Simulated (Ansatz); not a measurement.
# Fitting the BLYP+D4 energy curve of CdS

```cif
data_structure
_symmetry_space_group_name_H-M 'F-43m'
_symmetry_Int_Tables_number 216
_cell_length_a 5.8330
_cell_length_b 5.8330
_cell_length_c 5.8330
_cell_angle_alpha 90.000
_cell_angle_beta 90.000
_cell_angle_gamma 90.000
_cell_volume 198.46
loop_
_atom_site_label
_atom_site_type_symbol
_atom_site_symmetry_multiplicity
_atom_site_Wyckoff_symbol
_atom_site_fract_x
_atom_site_fract_y
_atom_site_fract_z
_atom_site_occupancy
Cd1 Cd 4 a 0.00000 0.00000 0.00000 1
S1 S 4 c 0.25000 0.25000 0.25000 1
```

The cell was scaled at fixed shape and fractions and run with Ansatz, Ansatz PAW, cutoff 420 eV; BLYP+D4, k mesh 8 × 8 × 8 on the cell of 2 atoms, fermi-dirac occupations of 0.05 eV, no spin polarisation, no spin-orbit coupling. The potentials were made for PBE. Energies are those that the program minimises, any entropy of the smearing included.

| V (Å³/atom) | energy over the lowest row (meV/atom) |
| --- | --- |
| 23.3192 | 39.00 |
| 23.8154 | ? |
| 24.3115 | 10.62 |
| 24.8077 | 3.33 |
| 25.3038 | 0.00 |
| 25.8000 | 0.23 |
| 26.2961 | 3.64 |

Q: Fit the third-order Birch-Murnaghan form, give V0, B0 and B′, and predict the energy left open.

A: With y = (V0/V)^(2/3), E = E0 + (9 V0 B0/16) [(y - 1)³ B′ + (y - 1)² (6 - 4y)]. Least squares through the rows shown give V0 = 25.5163 Å³/atom, E0 = -0.31 meV, B0 = 56.25 GPa (1 eV/Å³ = 160.218 GPa) and B′ = 4.62, with a largest miss of 0.01 meV. At V = 23.8154 the form with these constants gives 22.34 meV; the run gave 22.34 meV an atom. Measured volume: 24.71 Å³/atom at 300 K (a printed reference work), so the fit lies +3.3 % from it. The runs are for a static lattice.
